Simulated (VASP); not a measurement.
Here is a VASP 6.6.1 calculation.

Contents of INCAR:

```
ALGO = Fast
EDIFF = 1E-7
EDIFFG = -0.01
ENCUT = 600
GGA = PE
IBRION = 2
ISIF = 2
ISMEAR = 0
LASPH = T
LCHARG = F
LREAL = F
LWAVE = F
NELM = 80
NSW = 40
PREC = Accurate
SIGMA = 0.03
```

File KPOINTS:

```
k-points
0
Gamma
  8 8 8
```

The input POSCAR:

```
PbS                                     
1.0
    0.0000000000      2.9424087744      2.9424087744
    2.9424087744      0.0000000000      2.9424087744
    2.9424087744      2.9424087744      0.0000000000
  Pb              S             
     1     1
Direct
     0.0000000000000000    0.0000000000000000    0.0000000000000000
     0.5000000000000000    0.5000000000000000    0.5000000000000000
```

Potentials or basis: VASP PAW PBE potentials, release 64 (Pb_d, S).

The run is started by

```bash
$ cat potpaw_PBE.64/Pb_d/POTCAR potpaw_PBE.64/S/POTCAR > POTCAR
$ mpirun -np 1 vasp_std > vasp.out
```

Question: Predict the band gap on the k mesh.

Answer: 0.27 eV, direct.

Final structure:
```xyz
2
Lattice="0.0000 2.9424 2.9424 2.9424 0.0000 2.9424 2.9424 2.9424 0.0000" Properties=species:S:1:pos:R:3 pbc="T T T"
Pb    0.0000    0.0000    0.0000
S     2.9424    2.9424    2.9424
```

Caveat: the relaxation stopped at its first step, so nothing moved; spin-orbit coupling is left out, which as a rule narrows the gap of such compounds by several tenths of an eV. A k mesh can miss the band edges.
